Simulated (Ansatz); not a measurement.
**Rh(111): from terraces to islands**

The calculation used DFT PBE, scalar-relativistic, plane waves, PAW in Ansatz 0.2.0.

Cutoff 420 eV, Γ-centred meshes of like density (4×4×1 for the 27-atom cell), Gaussian smearing of 0.10 eV, energies at zero smearing and 0 K, each start's symmetry kept, no spin polarisation.

A (111) slab of relaxed bulk Rh (Fm-3m, 14.05 Å³/atom, gap on the mesh 0.00 eV), 3 planes in a 3×3 cell with the lowest 1 held; added atoms sit on lattice sites of the next plane. A dipole correction is on. The surface energy is the mean of the held and the free face; step energies are per length and the mean of the stripe's two steps, which run along the shortest translation of the plane; step and island energies count from the flat slab and bulk atoms.

The flat slab gives a surface energy of 2.05 J/m² (127.9 meV/Å²); planes follow at h = 2.21 Å, and an atom takes 6.35 Å² of its plane.

Q: How does the island energy grow with size?

A: Counted from bulk atoms, the islands cost 1.55 eV for 1 atom (1.55 each), 2.42 eV for 2 atoms (1.21 each). Joining 2 of the smallest into the largest changes the energy by -0.69 eV, so lateral bonds favour compact growth. If all the cost sat in the edge it would grow as √N, 2.20 eV for the largest against 2.42 computed; islands this small are all edge and corner, and they feel their images. The single adatom's 1.55 eV is the energy to lift an atom from a kink onto the terrace, so its coverage at 600 K is near exp(−E/k_BT) = 9e-14, vibrations left out.

Slabs of three or four planes are thin, so both faces still feel each other.

Small energy differences in metals hang on the k mesh (about 10 mJ/m² or 1 to 2 meV/atom on the mesh of the relaxation).

Cost: 3 runs of about 2.2 core-hours in all, on Arm Neoverse N1 (shared hosts).